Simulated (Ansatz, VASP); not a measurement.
## V: VASP beside Ansatz

INCAR

```
PREC = Accurate
ENCUT = 600
EDIFF = 1E-6
ISMEAR = 0
SIGMA = 0.1
LREAL = F
LASPH = T
NELM = 80
ALGO = Normal
ISIF = 3
LWAVE = F
LCHARG = F
GGA = PE
IBRION = 2
NSW = 100
EDIFFG = -0.005
```

Contents of KPOINTS:

```
regular mesh
0
Gamma
  20 20 20
```

File POSCAR:

```
V
1.0
   -1.4911995862      1.4911995862      1.4911995862
    1.4911995862     -1.4911995862      1.4911995862
    1.4911995862      1.4911995862     -1.4911995862
V
1
Direct
    0.0000000000      0.0000000000      0.0000000000
```

Input for Ansatz:

```yaml
crystal:
  lattice:
    - [-1.4911995862, 1.4911995862, 1.4911995862]
    - [1.4911995862, -1.4911995862, 1.4911995862]
    - [1.4911995862, 1.4911995862, -1.4911995862]
  atoms:
    - { symbol: V, position: [0.0, 0.0, 0.0] }
basis:
  ecutwfc: 420
kpoints:
  mp_grid: { grid: [20, 20, 20] }
hamiltonian:
  xc: pbe
scf:
  occupations: { method: gaussian, width: 0.1 }
output:
  forces: true
  stress: true
  eigenvalues: true
relax:
  adjacent_minimum: "off"
  f_tol: 0.005
  max_steps: 80
  cell: { stress_tol: 0.05 }
```

Alike in both runs: task relaxation of cell and atoms; functional PBE; k mesh 20 × 20 × 20; occupations gaussian, width 0.1 eV; no spin polarisation.

```csv
,VASP,Ansatz
version,VASP 6.6.1,Ansatz 0.2.0
potentials or method,"VASP PAW PBE potentials, release 64 (V_sv)","scalar-relativistic, plane waves, PAW"
plane-wave cutoff (eV),600,420
valence electrons in the cell,13,13
```

VASP gave:

```
gap on the k mesh at the Fermi level, each at its own relaxed structure (eV) : none
relaxed volume (Å³/atom)                                                     : 13.47
relaxed cell length with the largest relative difference (Å)                 : 2.596
energy change over the relaxation (meV/atom)                                 : -2
```

Estimate Ansatz's values.

gap on the k mesh at the Fermi level, each at its own relaxed structure (eV): none; relaxed volume (Å³/atom): 13.46; relaxed cell length with the largest relative difference (Å): 2.595; energy change over the relaxation (meV/atom): -2.

A gap of «none» marks a metal or a gap that the smearing closes.
